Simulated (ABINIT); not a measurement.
An input for ABINIT 10.8.3 (patched build) (Cr):

run.py

```python
import json, os
import numpy as np
from ase.optimize import BFGS
from ase.units import GPa
from ase.calculators.abinit import Abinit, AbinitProfile
from ase import Atoms

atoms = Atoms(['Cr', 'Cr'],
              cell=[[2.714, 0.0, 0.0], [-1.357, 2.3503929459, 0.0], [0.0, 0.0, 4.41]],
              scaled_positions=[[0.6666666667, 0.3333333333, 0.75], [0.3333333333, 0.6666666667, 0.25]],
              pbc=True)
atoms.set_initial_magnetic_moments([2.71, -0.6])

profile = AbinitProfile(command='abinit', pp_paths=[os.path.abspath('pseudos')])
params = dict(
    pps='upf', xc='PBE',
    chksymtnons=0,
    tolsym=1e-05,
    ecut=1278.9352,
    kptopt=1,
    ngkpt=[11, 11, 6],
    nshiftk=1,
    shiftk=[0.0, 0.0, 0.0],
    ixc=11,
    vdw_xc=6,
    nband=20,
    occopt=4,
    tsmear=0.1,
    nstep=80,
    tolvrs=1e-10,
    prtwf=0,
    prtden=0,
    toldfe=1e-06,
)

atoms.calc = Abinit(profile=profile, directory='run', **params)
opt = BFGS(atoms, trajectory='opt.traj')
converged = opt.run(fmax=0.02, steps=30)
print('converged', converged)
print('cell (A)', np.round(atoms.cell[:], 5).tolist())
energy = atoms.get_potential_energy()
forces = atoms.get_forces()
stress = atoms.get_stress()
print(f'energy {energy:.6f} eV')
print('forces (eV/A)')
print(np.round(forces, 5))
print('stress (GPa, Voigt, tension positive)', np.round(stress / GPa, 4))
json.dump(dict(energy=energy, forces=forces.tolist(), stress=stress.tolist(), cell=atoms.cell.tolist(), frac=atoms.get_scaled_positions(wrap=False).tolist()), open('results.json', 'w'))
```

Potentials or basis: Ansatz NC PBE.

Run with:

```bash
$ python run.py
```

Task: What does the program do with it?

Result: The run stopped without a result. It printed:

Output:

```text
Traceback (most recent call last):
  File "./run.py", line 38, in <module>
  File "ase/optimize/optimize.py", line 506, in run
  File "ase/optimize/optimize.py", line 375, in run
  File "ase/optimize/optimize.py", line 322, in irun
  File "ase/optimize/optimize.py", line 38, in get_gradient
  File "ase/atoms.py", line 2015, in get_forces
  File "ase/abc.py", line 31, in get_forces
  File "ase/calculator.py", line 517, in get_property
  File "ase/genericfileio.py", line 336, in calculate
  File "ase/abinit.py", line 66, in execute
  File "ase/genericfileio.py", line 104, in run
  File "subprocess.py", line 413, in check_call
subprocess.CalledProcessError: Command '['abinit', 'abinit.in']' returned non-zero exit status 14.
```

abinit.abo:

```text
.Version 10.8.3 of ABINIT
--- !ERROR
message: |
    Only one of the tolXXX variables may be defined at once.
    Action: check values of tolvrs, toldfe, tolrff, toldmag and toldff.
...
```
